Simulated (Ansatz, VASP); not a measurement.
## One calculation of InP, two programs

```
In P
1.0
     0.00000    2.95381    2.95381
     2.95381    0.00000    2.95381
     2.95381    2.95381    0.00000
In P
1 1
Cartesian
  0.0000 0.0000 0.0000
  1.4769 1.4769 1.4769
```

Alike in both runs: task single point; functional PBE; k mesh 6 × 6 × 6; no spin polarisation.

|  | VASP | Ansatz |
| --- | --- | --- |
| version | VASP 6.6.1 | Ansatz 0.2.0 |
| potentials or method | VASP PAW PBE potentials, release 64 (In_d, P) | plane waves, PAW |
| plane-wave cutoff (eV) | 520 | 420 |
| occupations | gaussian, width 0.01 eV | fixed |
| valence electrons in the cell | 18 | 18 |

```tsv
	VASP	Ansatz	Ansatz less VASP
gap on the k mesh at the Fermi level (eV)	0.58	0.58	+0.003
```

Caveats: spin-orbit coupling is left out, which moves the levels of the heavy elements. PBE gaps usually lie below the measured ones, often by a third to a half.
